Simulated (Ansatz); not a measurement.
# 3-layer In2Se2 (AA') in a perpendicular field, part 3 of 3

What dipole does a perpendicular field induce in the 3-layer In2Se2 (AA'), and does the gap follow? A positive field points along +c.

Ansatz 0.2.0; plane-wave DFT, PBE-D3(BJ), Ansatz PAW.

So far, gap along the path (eV): step 3 (single point, field 0, start network) 0.840; step 7 (field -0.1 V/Å) 0.822; step 8 (field 0.2 V/Å) 0.772; step 9 (field -0.2 V/Å) 0.772; step 10 (field 0.3 V/Å) 0.695.

### Step 11. Single point, field -0.3 V/Å

input.yaml

```yaml
crystal:
  lattice:
    - [4.0303618575, 0.0, 0.0]
    - [-2.0151809288, 3.4903957551, 0.0]
    - [0.0, 0.0, 40.1567447341]
  atoms:
    - { symbol: Se, position: [0.3333333333, 0.6666666667, 0.2241217524] }
    - { symbol: In, position: [0.0, 0.0, 0.2563123305] }
    - { symbol: In, position: [0.0, 0.0, 0.3258999957] }
    - { symbol: Se, position: [0.3333333333, 0.6666666667, 0.3579903956] }
    - { symbol: Se, position: [0.0, 0.0, 0.4331474847] }
    - { symbol: In, position: [0.3333333333, 0.6666666667, 0.4652160521] }
    - { symbol: In, position: [0.3333333333, 0.6666666667, 0.5347839479] }
    - { symbol: Se, position: [0.0, 0.0, 0.5668525153] }
    - { symbol: Se, position: [0.3333333333, 0.6666666667, 0.6420096044] }
    - { symbol: In, position: [0.0, 0.0, 0.6741000043] }
    - { symbol: In, position: [0.0, 0.0, 0.7436876695] }
    - { symbol: Se, position: [0.3333333333, 0.6666666667, 0.7758782476] }
kpoints:
  mp_grid: { grid: [12, 12, 1] }
  band_path:
    path: [[0, 0, 0], [0.5, 0, 0], [0.33333333, 0.33333333, 0], [0, 0, 0]]
    npoints: 16
hamiltonian:
  xc: pbe
  dispersion: d3bj
scf:
  occupations: { method: fermi_dirac, width: 0.02585 }
  convergence: { dr2_threshold: 1.0e-10 }
efield:
  axis: 3
  dipole_correction: true
  ramp_position: 0.97
  ramp_width: 0.06
  amplitude: -0.3
output:
  write_potential: true
  write_density: true
  volumetric_format: npy
```

Run with:

```sh
$ ansatz run input.yaml --threads 4 --pin off --max-ram 16384MiB --backend cpu --events-out ev --progress --plain --runs-dir out
```

Numbers of over 12 decimals in the logs are rounded to 6 here.

What it wrote:

```text
[...]
Crystal: 12 atoms, lattice volume = 564.907 Å³
Basis set: ecut = 420 eV, 11067 PW (Γ)
Bands: 105, of which v1, the nominal top of the filled ones, is band 87 counted from 1 (86 counted from 0)
Symmetry: 6 space group operations
k-points: 19 of 144 (time reversal used)
[...]
k-point 0: bands = [... 83 lower, 1.6534, 1.7110, 1.7110, 2.2514, 3.0259, 3.5978, 4.1032, 4.3785, ... 14 higher]
  k-point 1: bands = [... 83 lower, 1.4987, 1.6331, 1.8450, 2.3266, 3.4193, 3.9062, 4.3483, 4.7210, ... 14 higher]
  k-point 2: bands = [... 83 lower, 1.4350, 1.4545, 1.8830, 2.2699, 3.9908, 4.3539, 4.6885, 4.9738, ... 14 higher]
  k-point 18: bands = [... 83 lower, 0.6049, 0.6817, 0.9773, 1.0922, 3.9592, 4.2989, 4.5747, 4.6825, ... 14 higher]
[key lines of the parts left out:]
SCF converged after 20 iterations
Free energy (F): -66411.037691 eV
Fermi energy:    2.705448 eV
Dipole field:    D = -0.165243 V/Å  (p = -0.515867 e·Å, saw-weighted, corrected)
```

Elapsed: 2 min, on 4 threads of Arm Neoverse V1, shared host; peak memory 2.5 GiB; 8.1 min of CPU time.

The dipole is -0.516 e·Å, and the gap 0.695 eV.

### Step 12. Atoms held, field 0.4 V/Å

input.yaml, as its differences from that of step 11:

```diff
@@ -32,5 +32,5 @@
   dipole_correction: true
-  ramp_position: 0.97
-  ramp_width: 0.06
-  amplitude: -0.3
+  ramp_position: 0.9477
+  ramp_width: 0.1046
+  amplitude: 0.4
 output:
```

What it wrote:

```text
[...]
Crystal: 12 atoms, lattice volume = 564.907 Å³
Basis set: ecut = 420 eV, 11067 PW (Γ)
Bands: 105, of which v1, the nominal top of the filled ones, is band 87 counted from 1 (86 counted from 0)
Symmetry: 6 space group operations
k-points: 19 of 144 (time reversal used)
[...]
k-point 0: bands = [... 83 lower, 1.6501, 1.8174, 1.8174, 2.2824, 2.9850, 3.5974, 4.1279, 4.3063, ... 14 higher]
  k-point 1: bands = [... 83 lower, 1.5693, 1.7388, 1.8533, 2.3757, 3.3516, 3.9101, 4.3987, 4.6326, ... 14 higher]
  k-point 2: bands = [... 83 lower, 1.3897, 1.5388, 1.8865, 2.3346, 3.9011, 4.3517, 4.7623, 4.8877, ... 14 higher]
  k-point 18: bands = [... 83 lower, 0.5504, 0.7474, 1.0211, 1.1753, 3.8771, 4.2931, 4.4796, 4.7607, ... 14 higher]
[key lines of the parts left out:]
SCF converged after 19 iterations
Free energy (F): -66411.097911 eV
Fermi energy:    2.712053 eV
Dipole field:    D = 0.220590 V/Å  (p = 0.688653 e·Å, saw-weighted, corrected)
```

The job ended after 2 min (4 threads; peak memory 2.5 GiB).

The dipole is 0.689 e·Å, and the gap 0.600 eV.

### Step 13. Atoms held, field -0.4 V/Å

input.yaml, as its differences from that of step 12:

```diff
@@ -34,3 +34,3 @@
   ramp_width: 0.1046
-  amplitude: 0.4
+  amplitude: -0.4
 output:
```

What it wrote:

```text
[...]
Crystal: 12 atoms, lattice volume = 564.907 Å³
Basis set: ecut = 420 eV, 11067 PW (Γ)
Bands: 105, of which v1, the nominal top of the filled ones, is band 87 counted from 1 (86 counted from 0)
Symmetry: 6 space group operations
k-points: 19 of 144 (time reversal used)
[...]
k-point 0: bands = [... 83 lower, 1.6501, 1.8174, 1.8174, 2.2824, 2.9850, 3.5974, 4.1279, 4.3063, ... 14 higher]
  k-point 1: bands = [... 83 lower, 1.5693, 1.7388, 1.8533, 2.3757, 3.3516, 3.9101, 4.3987, 4.6326, ... 14 higher]
  k-point 2: bands = [... 83 lower, 1.3897, 1.5388, 1.8865, 2.3346, 3.9011, 4.3517, 4.7623, 4.8877, ... 14 higher]
  k-point 18: bands = [... 83 lower, 0.5504, 0.7474, 1.0211, 1.1753, 3.8771, 4.2931, 4.4796, 4.7607, ... 14 higher]
[key lines of the parts left out:]
SCF converged after 19 iterations
Free energy (F): -66411.097911 eV
Fermi energy:    2.712053 eV
Dipole field:    D = -0.220590 V/Å  (p = -0.688653 e·Å, saw-weighted, corrected)
```

It took 2 min on 4 threads; peak memory 2.5 GiB.

The dipole is -0.689 e·Å, and the gap 0.600 eV.

### Step 14. Response, atoms held

This step: plane-wave DFT, PBE-D3(BJ), Ansatz PAW; response to a field along the normal, atoms held (Ansatz 0.2.0).

The dipoles give the slope, and the difference of two potentials shows where the field is screened.

Numbers from this step:

```
equivalent conductor thickness p/(ε₀AE) : 22.09 Å
distance between the outer atoms        : 22.16 Å
```

The dipole of the cell by applied field:

```
applied field (V/Å)  dipole of the cell (e·Å)
             -0.400                    -0.689
             -0.300                    -0.516
             -0.200                    -0.344
             -0.100                    -0.172
             -0.050                   -0.0859
              0.000                   -7.8e-7
              0.050                    0.0859
              0.100                     0.172
              0.200                     0.344
              0.300                     0.516
              0.400                     0.689
```

Local field over the applied field, running mean. From the potentials at -0.05 and 0.05 V/Å; running mean over 2.8 Å. Table of local field over applied field by z:

z (Å), local field over applied field and a bar:
```
        5      0.994 ##############################
        6      0.957 #############################
        7      0.784 #######################
        8      0.470 #############
        9      0.175 ####
       10      0.068 
       11      0.069 
       12      0.083 #
       13      0.058 
       14      0.088 #
       15      0.200 #####
       16      0.244 ######
       17      0.173 ####
       18      0.072 #
       19      0.054 
       20      0.079 #
       21      0.056 
       22      0.066 
       23      0.153 ###
       24      0.241 ######
       25      0.216 #####
       26      0.101 ##
       27      0.059 
       28      0.078 #
       29      0.075 #
       30      0.064 
       31      0.144 ###
       32      0.419 ############
       33      0.739 ######################
       34      0.943 ############################
       35      0.992 ##############################
```

The induced electron density oscillates, so the rows of the table below give means over windows of 1 Å about each position, cut where the curve ends. Its maxima inside the range that stand out by 2 % of the span (Å: e/Å³ per V/Å): 8.0: 0.00351, 11.2: 7.4e-4, 13.1: 9.4e-4, 16.5: 0.00199, 19.6: 6.9e-4, 21.4: 9.1e-4, 25.0: 0.00199, 28.0: 7.1e-4, 29.9: 0.00106. Its minima: 10.3: -0.00106, 12.2: -7.1e-4, 15.2: -0.00199, 18.7: -9.1e-4, 20.5: -6.9e-4, 23.6: -0.00199, 27.1: -9.4e-4, 29.0: -7.4e-4, 32.1: -0.00351.

Electrons, planar mean, per unit field. Induced electron density against z; means over each step:

| z (Å) | induced electron density (e/Å³ per V/Å) |
| --- | --- |
| 5 | 2.3e-5 |
| 6 | 2.0e-4 |
| 7 | 0.00125 |
| 8 | 0.00300 |
| 9 | 9.4e-4 |
| 10 | -4.2e-4 |
| 11 | 2.0e-4 |
| 12 | -3.2e-4 |
| 13 | 5.7e-4 |
| 14 | -3.2e-4 |
| 15 | -0.00154 |
| 16 | 4.1e-4 |
| 17 | 0.00127 |
| 18 | 1.0e-4 |
| 19 | -3.5e-4 |
| 20 | 1.0e-4 |
| 21 | 1.4e-4 |
| 22 | 8.6e-5 |
| 23 | -0.00103 |
| 24 | -9.1e-4 |
| 25 | 0.00159 |
| 26 | 4.8e-4 |
| 27 | -5.7e-4 |
| 28 | 3.5e-4 |
| 29 | -3.5e-4 |
| 30 | 5.9e-4 |
| 31 | -7.4e-4 |
| 32 | -0.00285 |
| 33 | -0.00159 |
| 34 | -2.7e-4 |
| 35 | -3.3e-5 |

The smaller of the gaps on the path and on the k-mesh, counted as 0 under 0.03 eV. The gap by applied field:

```
applied field (V/Å)  gap (eV)
             -0.400     0.600
             -0.300     0.695
             -0.200     0.772
             -0.100     0.822
             -0.050     0.836
              0.000     0.840
              0.050     0.836
              0.100     0.822
              0.200     0.772
              0.300     0.695
              0.400     0.600
```

By hand: between -0.05 and 0.05 V/Å the dipole changes by 0.1717 e·Å, a slope of 1.717 e·Å²/V. A perfect conductor of thickness t has p = ε₀AEt, so t = 180.95 × 1.717 / 14.068 = 22.09 Å (e/ε₀ = 180.95 V·Å, A in Å²).

The induced dipole is that of a conductor 22.09 Å thick.

### Step 15. What came out

* gap without field: 0.840 eV
* ionisation energy, upper face: 5.52 eV
* electron affinity, upper face: 4.68 eV
* equivalent conductor thickness, atoms held: 22.1 Å

In words: The induced dipole equals that of a perfect conductor 22.09 Å thick, while the outer atoms lie 22.16 Å apart; an out-of-plane ε follows only once a thickness t is chosen, by 1 − 1/ε = 22.09 Å / t. The gap goes from 0.84 eV to 0.60 eV at -0.4 V/Å. With the field reversed the gap is 0.60 eV at 0.4 V/Å. Semilocal functionals give gaps that are too small, and excitons are not included. Spin-orbit coupling is left out, which matters for the bands of elements this heavy.

[Logs are printed without paths, hosts, clocks, repeated set-up lines and the standing remarks that a program may print on its own settings, such as how far it seeks lower states.]

[Hosts, paths, dates, database ids (printed as entryN), source tags and the programs' standing remarks are cut or masked in the printed files.]

[Maps of the electrostatic potential energy from Ansatz leave out the sawtooth potential of an applied field or a dipole correction, so their vacuum need not be flat; planar profiles and work functions include it.]
